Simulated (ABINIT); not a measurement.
# LuH2 (Fm-3m) in ABINIT: equation of state

Aim: energy against volume of LuH2 in PBE, for its equilibrium volume and stiffness.

Everything below comes from runs of ABINIT 10.8.3 (patched build). Logs are shortened: lines on timing, memory, paths and dates and some standing lists are left out, and cuts for length are marked. The log counts tension as positive stress, the text compression.

## Step 1: The structure

Symmetry: Fm-3m, No. 225, cubic system. Conventional cell: a = 5.033 Å, b = 5.033 Å, c = 5.033 Å, α = 90.00°, β = 90.00°, γ = 90.00°. Around Lu (site symmetry m-3m) lie 8 H at 2.18 Å. H (site symmetry -43m) has 4 Lu at 2.18 Å as nearest neighbours.

## Step 2: Equation of state, PBE

Input file run.abi:

```
ndtset 7
getwfk -1
scalecart1 3*0.9795861087
scalecart2 3*0.9864848297
scalecart3 3*0.9932883884
scalecart4 3*1.0000000000
scalecart5 3*1.0066227096
scalecart6 3*1.0131594038
scalecart7 3*1.0196128224

pp_dirpath "./"
pseudos "Lu.GGA_PBE-JTH.xml, H.GGA_PBE-JTH.xml"

acell 3*1.0
rprim
     0.0000000000     4.7554957926     4.7554957926
     4.7554957926     0.0000000000     4.7554957926
     4.7554957926     4.7554957926     0.0000000000
ntypat 2
znucl 71 1
natom 3
typat 1 2 2
xred
     0.0000000000     0.0000000000     0.0000000000
     0.7500000000     0.7500000000     0.7500000000
     0.2500000000     0.2500000000     0.2500000000

ecut 25.0
pawecutdg 47.0

kptopt 1
ngkpt 9 9 9
nshiftk 1
shiftk 0.0 0.0 0.0

ixc 11

nband 18
occopt 3
tsmear 0.05 eV

nstep 100
tolvrs 1.0e-9

iomode 3
prtwf 1
prtden 0
prteig 0
prtebands 0
```

Potentials or basis: JTH PAW PBE v2.0.

Run with:

```sh
abinit run.abi > log 2>&1
```

run.abo:

```text
.Version 10.8.3 of ABINIT
 DATASET    1 : space group Fm -3 m (#225); Bravais cF (face-center cubic)
================================================================================
 Values of the parameters that define the memory need for DATASET  1.
     intxc =       0    ionmov =       0      iscf =      17    lmnmax =      32
     lnmax =       8     mgfft =      30  mpssoang =       4    mqgrid =    3001
     natom =       3  nloc_mem =       2    nspden =       1   nspinor =       1
    nsppol =       1      nsym =      48    n1xccc =       1    ntypat =       2
    occopt =       3   xclevel =       2
       mpw =        1225          nfft =       27000          nkpt =          35
 PAW method is used; the additional fine FFT grid is defined by:
   mgfftf=        45    nfftf =     91125
================================================================================
================================================================================
[... 71 lines left out ...]
 DATASET    7 : space group Fm -3 m (#225); Bravais cF (face-center cubic)
================================================================================
 Values of the parameters that define the memory need for DATASET  7.
     intxc =       0    ionmov =       0      iscf =      17    lmnmax =      32
     lnmax =       8     mgfft =      32  mpssoang =       4    mqgrid =    3001
     natom =       3  nloc_mem =       2    nspden =       1   nspinor =       1
    nsppol =       1      nsym =      48    n1xccc =       1    ntypat =       2
    occopt =       3   xclevel =       2
       mpw =        1372          nfft =       32768          nkpt =          35
 PAW method is used; the additional fine FFT grid is defined by:
   mgfftf=        45    nfftf =     91125
================================================================================
================================================================================

--------------------------------------------------------------------------------
------------- Echo of variables that govern the present computation ------------
--------------------------------------------------------------------------------
 -outvars: echo values of preprocessed input variables --------
            acell      1.0000000000E+00  1.0000000000E+00  1.0000000000E+00 Bohr
              amu      1.74967000E+02  1.00794000E+00
             ecut      2.50000000E+01 Hartree
           getwfk          -1
              ixc          11
           jdtset        1    2    3    4    5    6    7
         kptrlatt        9    0    0      0    9    0      0    0    9
          kptrlen1     5.92919764E+01
          kptrlen2     5.97095393E+01
          kptrlen3     6.01213422E+01
          kptrlen4     6.05275798E+01
          kptrlen5     6.09284364E+01
          kptrlen6     6.13240867E+01
          kptrlen7     6.17146965E+01
            natom           3
            nband          18
           ndtset           7
            ngfft1         30      30      30
            ngfft2         30      30      30
            ngfft3         32      32      32
            ngfft4         32      32      32
            ngfft5         32      32      32
            ngfft6         32      32      32
            ngfft7         32      32      32
          ngfftdg          45      45      45
             nkpt          35
            nstep         100
             nsym          48
           ntypat           2
           occopt           3
        pawecutdg      4.70000000E+01 Hartree
         pawxcdev           0
           prtden           0
        prtebands           0
           prteig           0
            rprim1     0.0000000000E+00  4.6584176184E+00  4.6584176184E+00
                       4.6584176184E+00  0.0000000000E+00  4.6584176184E+00
                       4.6584176184E+00  4.6584176184E+00  0.0000000000E+00
            rprim2     0.0000000000E+00  4.6912244571E+00  4.6912244571E+00
                       4.6912244571E+00  0.0000000000E+00  4.6912244571E+00
                       4.6912244571E+00  4.6912244571E+00  0.0000000000E+00
            rprim3     0.0000000000E+00  4.7235787519E+00  4.7235787519E+00
                       4.7235787519E+00  0.0000000000E+00  4.7235787519E+00
                       4.7235787519E+00  4.7235787519E+00  0.0000000000E+00
            rprim4     0.0000000000E+00  4.7554957926E+00  4.7554957926E+00
                       4.7554957926E+00  0.0000000000E+00  4.7554957926E+00
                       4.7554957926E+00  4.7554957926E+00  0.0000000000E+00
            rprim5     0.0000000000E+00  4.7869900602E+00  4.7869900602E+00
                       4.7869900602E+00  0.0000000000E+00  4.7869900602E+00
                       4.7869900602E+00  4.7869900602E+00  0.0000000000E+00
            rprim6     0.0000000000E+00  4.8180752820E+00  4.8180752820E+00
                       4.8180752820E+00  0.0000000000E+00  4.8180752820E+00
                       4.8180752820E+00  4.8180752820E+00  0.0000000000E+00
            rprim7     0.0000000000E+00  4.8487644870E+00  4.8487644870E+00
                       4.8487644870E+00  0.0000000000E+00  4.8487644870E+00
                       4.8487644870E+00  4.8487644870E+00  0.0000000000E+00
          spgroup         225
           tolvrs      1.00000000E-09
           tsmear      1.83746611E-03 Hartree
            typat      1  2  2
           useylm           1
           xangst1     0.0000000000E+00  0.0000000000E+00  0.0000000000E+00
                       3.6976926613E+00  3.6976926613E+00  3.6976926613E+00
                       1.2325642204E+00  1.2325642204E+00  1.2325642204E+00
           xangst2     0.0000000000E+00  0.0000000000E+00  0.0000000000E+00
                       3.7237336084E+00  3.7237336084E+00  3.7237336084E+00
                       1.2412445361E+00  1.2412445361E+00  1.2412445361E+00
           xangst3     0.0000000000E+00  0.0000000000E+00  0.0000000000E+00
                       3.7494153416E+00  3.7494153416E+00  3.7494153416E+00
                       1.2498051139E+00  1.2498051139E+00  1.2498051139E+00
           xangst4     0.0000000000E+00  0.0000000000E+00  0.0000000000E+00
                       3.7747499974E+00  3.7747499974E+00  3.7747499974E+00
                       1.2582499991E+00  1.2582499991E+00  1.2582499991E+00
           xangst5     0.0000000000E+00  0.0000000000E+00  0.0000000000E+00
                       3.7997490705E+00  3.7997490705E+00  3.7997490705E+00
                       1.2665830235E+00  1.2665830235E+00  1.2665830235E+00
           xangst6     0.0000000000E+00  0.0000000000E+00  0.0000000000E+00
                       3.8244234569E+00  3.8244234569E+00  3.8244234569E+00
[... 10 lines left out ...]
            xcart3     0.0000000000E+00  0.0000000000E+00  0.0000000000E+00
                       7.0853681278E+00  7.0853681278E+00  7.0853681278E+00
                       2.3617893759E+00  2.3617893759E+00  2.3617893759E+00
            xcart4     0.0000000000E+00  0.0000000000E+00  0.0000000000E+00
                       7.1332436889E+00  7.1332436889E+00  7.1332436889E+00
                       2.3777478963E+00  2.3777478963E+00  2.3777478963E+00
            xcart5     0.0000000000E+00  0.0000000000E+00  0.0000000000E+00
                       7.1804850904E+00  7.1804850904E+00  7.1804850904E+00
                       2.3934950301E+00  2.3934950301E+00  2.3934950301E+00
            xcart6     0.0000000000E+00  0.0000000000E+00  0.0000000000E+00
                       7.2271129230E+00  7.2271129230E+00  7.2271129230E+00
                       2.4090376410E+00  2.4090376410E+00  2.4090376410E+00
            xcart7     0.0000000000E+00  0.0000000000E+00  0.0000000000E+00
                       7.2731467305E+00  7.2731467305E+00  7.2731467305E+00
                       2.4243822435E+00  2.4243822435E+00  2.4243822435E+00
             xred      0.0000000000E+00  0.0000000000E+00  0.0000000000E+00
                       7.5000000000E-01  7.5000000000E-01  7.5000000000E-01
                       2.5000000000E-01  2.5000000000E-01  2.5000000000E-01
            znucl       71.00000    1.00000

================================================================================

 chkinp: Checking input parameters for consistency, jdtset=   1.

 chkinp: Checking input parameters for consistency, jdtset=   2.
[... 40 lines left out ...]
 getcut: wavevector=  0.0000  0.0000  0.0000  ngfft=  45  45  45
         ecut(hartree)=     47.000   => boxcut(ratio)=   2.16414

--- Pseudopotential description ------------------------------------------------
- pspini: atom type   1  psp file is ./Lu.GGA_PBE-JTH.xml
 Pseudopotential format is: paw10
 basis_size (lnmax)=  8 (lmn_size= 32), orbitals=   0   0   1   1   2   2   3   3
 Spheres core radius: rc_sph= 2.50723334
 Shapefunction is SIN type: shapef(r)=[sin(pi*r/rshp)/(pi*r/rshp)]**2
 Radius for shape functions =  2.31030136
 Compensation charge density is not taken into account in XC energy/potential

- pspini: atom type   2  psp file is ./H.GGA_PBE-JTH.xml
 Pseudopotential format is: paw10
 basis_size (lnmax)=  3 (lmn_size=  5), orbitals=   0   0   1
 Spheres core radius: rc_sph= 0.99495033
 Shapefunction is SIN type: shapef(r)=[sin(pi*r/rshp)/(pi*r/rshp)]**2
 Radius for shape functions =  0.79672474
 Compensation charge density is not taken into account in XC energy/potential

   2.03109159E+03                                ecore*ucvol(ha*bohr**3)
--------------------------------------------------------------------------------

[... 1444 lines left out ...]
-Cartesian components of stress tensor (GPa)         [Pressure= -5.2425E+00 GPa]
- sigma(1 1)=  5.24245685E+00  sigma(3 2)=  0.00000000E+00
- sigma(2 2)=  5.24245685E+00  sigma(3 1)=  0.00000000E+00
- sigma(3 3)=  5.24245685E+00  sigma(2 1)=  0.00000000E+00

== END DATASET(S) ==============================================================
================================================================================

 -outvars: echo values of variables after computation  --------
            acell      1.0000000000E+00  1.0000000000E+00  1.0000000000E+00 Bohr
           etotal1    -2.7886140043E+02
           etotal2    -2.7886211988E+02
           etotal3    -2.7886251527E+02
           etotal4    -2.7886261350E+02
           etotal5    -2.7886244581E+02
           etotal6    -2.7886203237E+02
           etotal7    -2.7886139939E+02
            fcart1    -0.0000000000E+00 -0.0000000000E+00 -0.0000000000E+00
                      -0.0000000000E+00 -0.0000000000E+00 -0.0000000000E+00
                      -0.0000000000E+00 -0.0000000000E+00 -0.0000000000E+00
            fcart2    -0.0000000000E+00 -0.0000000000E+00 -0.0000000000E+00
                      -0.0000000000E+00 -0.0000000000E+00 -0.0000000000E+00
                      -0.0000000000E+00 -0.0000000000E+00 -0.0000000000E+00
            fcart3    -0.0000000000E+00 -0.0000000000E+00 -0.0000000000E+00
                      -0.0000000000E+00 -0.0000000000E+00 -0.0000000000E+00
                      -0.0000000000E+00 -0.0000000000E+00 -0.0000000000E+00
            fcart4    -0.0000000000E+00 -0.0000000000E+00 -0.0000000000E+00
[... 52 lines left out ...]
           xangst3     0.0000000000E+00  0.0000000000E+00  0.0000000000E+00
                       3.7494153416E+00  3.7494153416E+00  3.7494153416E+00
                       1.2498051139E+00  1.2498051139E+00  1.2498051139E+00
           xangst4     0.0000000000E+00  0.0000000000E+00  0.0000000000E+00
                       3.7747499974E+00  3.7747499974E+00  3.7747499974E+00
                       1.2582499991E+00  1.2582499991E+00  1.2582499991E+00
           xangst5     0.0000000000E+00  0.0000000000E+00  0.0000000000E+00
                       3.7997490705E+00  3.7997490705E+00  3.7997490705E+00
                       1.2665830235E+00  1.2665830235E+00  1.2665830235E+00
           xangst6     0.0000000000E+00  0.0000000000E+00  0.0000000000E+00
                       3.8244234569E+00  3.8244234569E+00  3.8244234569E+00
                       1.2748078190E+00  1.2748078190E+00  1.2748078190E+00
           xangst7     0.0000000000E+00  0.0000000000E+00  0.0000000000E+00
                       3.8487834987E+00  3.8487834987E+00  3.8487834987E+00
                       1.2829278329E+00  1.2829278329E+00  1.2829278329E+00
             xred      0.0000000000E+00  0.0000000000E+00  0.0000000000E+00
                       7.5000000000E-01  7.5000000000E-01  7.5000000000E-01
                       2.5000000000E-01  2.5000000000E-01  2.5000000000E-01
 Calculation completed.
```

Wall time 7.7 min (1 thread of Arm Neoverse V1, shared host); peak memory 0.21 GiB.

Results:

| Item | Value |
| --- | --- |
| Equilibrium volume | 10.59 Å³/atom |
| Bulk modulus | 93 GPa |
| Pressure derivative of the bulk modulus | 3.8 |

Energy against volume, from the lowest point:
| volume (Å³/atom) | energy (meV/atom) |
| --- | --- |
| 9.987 | 11.00 |
| 10.199 | 4.48 |
| 10.412 | 0.89 |
| 10.624 | 0.00 |
| 10.837 | 1.52 |
| 11.049 | 5.27 |
| 11.262 | 11.01 |

Caveat: pressures at fixed basis lie under the slope of the energies.
